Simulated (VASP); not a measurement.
## ZrC: relaxation of cell and atoms with PBE+D3(BJ)

ZrC:

```
CELL_PARAMETERS angstrom
0.00000 2.35021 2.35021
2.35021 0.00000 2.35021
2.35021 2.35021 0.00000
ATOMIC_POSITIONS crystal
Zr 0.50000 0.50000 0.50000
C 0.00000 0.00000 0.00000
```

* Program: VASP 6.6.1
* Task: relaxation of cell and atoms
* Functional: PBE
* Dispersion: D3(BJ)
* Potentials or basis: VASP PAW PBE potentials, release 64 (Zr_sv, C)
* Cutoff: 600 eV
* k mesh: 16 × 16 × 16
* Occupations: gaussian, width 0.1 eV
* Spin: no spin polarisation
* Further INCAR settings: ALGO = Normal; EDIFF = 1e-07; IBRION = 2; EDIFFG = -0.005; NSW = 90; ISIF = 3

```json
{
  "Relaxed volume": "12.76 Å³/atom",
  "Relaxed cell": "a = 3.305 Å, b = 3.305 Å, c = 3.305 Å, α = 60.00°, β = 60.00°, γ = 60.00°",
  "Space group after relaxing (to 0.05 Å)": "Fm-3m (No. 225)",
  "Energy gained by relaxing": "2.6 meV/atom",
  "Ionic steps": "3",
  "Pressure after relaxing": "0.0 GPa",
  "Band gap on the k mesh": "none (metal or under the smearing width)",
  "Dispersion energy per atom": "-0.407 eV"
}
```

The path:
```tsv
step	energy change (eV)	largest force (eV/Å)	pressure (GPa)	volume (Å³)
1	0.0000	0.0000	-3.80	25.96
2	0.0094	0.0000	6.85	24.82
3	-0.0053	0.0000	-0.02	25.53
```

Final structure:
```xyz
2
Lattice="0.0000 2.3370 2.3370 2.3370 0.0000 2.3370 2.3370 2.3370 0.0000" Properties=species:S:1:pos:R:3 pbc="T T T"
Zr    2.3370    2.3370    2.3370
C     0.0000    0.0000    0.0000
```

Levels at points of the mesh, in eV from the Fermi level:
| k point | band 4 | band 5 | band 6 | band 7 | band 8 | band 9 | band 10 | band 11 | band 12 |
| --- | --- | --- | --- | --- | --- | --- | --- | --- | --- |
| (0.00, 0.00, 0.00) | -25.73 | -11.35 | 0.95 | 0.95 | 0.95 | 1.11 | 1.11 | 1.11 | 2.87 |
| (0.50, 0.00, 0.00) | -25.81 | -8.20 | -5.35 | -2.98 | -2.98 | 4.60 | 4.60 | 5.45 | 6.62 |
| (0.50, 0.50, 0.00) | -26.03 | -10.21 | -2.02 | -1.80 | 0.09 | 0.09 | 4.55 | 5.80 | 5.80 |

Run time: 86 s on 1 thread of Intel(R) Xeon(R) Platinum 8559C (Emerald Rapids) (shared host), peak memory 0.22 GiB.

Caveat: pairwise dispersion overbinds metals, which lowers pressure and volume.
